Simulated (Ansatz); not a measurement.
## PbS in Ansatz: the effect of functional

The system is PbS.

```
CELL_PARAMETERS angstrom
2.12665 1.22782 3.47478
-2.12665 1.22782 3.47478
0.00000 -2.45565 3.47478
ATOMIC_POSITIONS crystal
Pb 0.98057 0.98057 0.98057
S 0.47504 0.47504 0.47504
```

The cell is a database's computed one.

The cell isn't the ideal one: volume scaled by 1.02.

Alike in all runs:

```yaml
Program: Ansatz 0.2.0
Task: single point
Potentials_or_basis: Ansatz PAW
k_mesh: 8 × 8 × 8
Occupations: fermi-dirac, width 0.05 eV
Spin: no spin polarisation
```

```csv
functional,cutoff,gap on the mesh (eV),pressure (GPa)
LDA,420 eV (not typed: the program's choice for these potentials),?,?
PBEsol,420 eV (not typed: the program's choice for these potentials),0.41,-3.0
r2SCAN,500 eV (not typed: the program's choice for these potentials),0.78,-1.1
```

What does the run with functional LDA give?

gap on the mesh 0.39 eV; pressure -4.6 GPa.

Caveats: spin-orbit coupling is left out, which as a rule narrows the gap of such compounds by several tenths of an eV; the PAW data sets come from PBE, with cores solved anew for the run's functional, which leaves a small shift of forces and pressure.

A k mesh can miss the band edges.
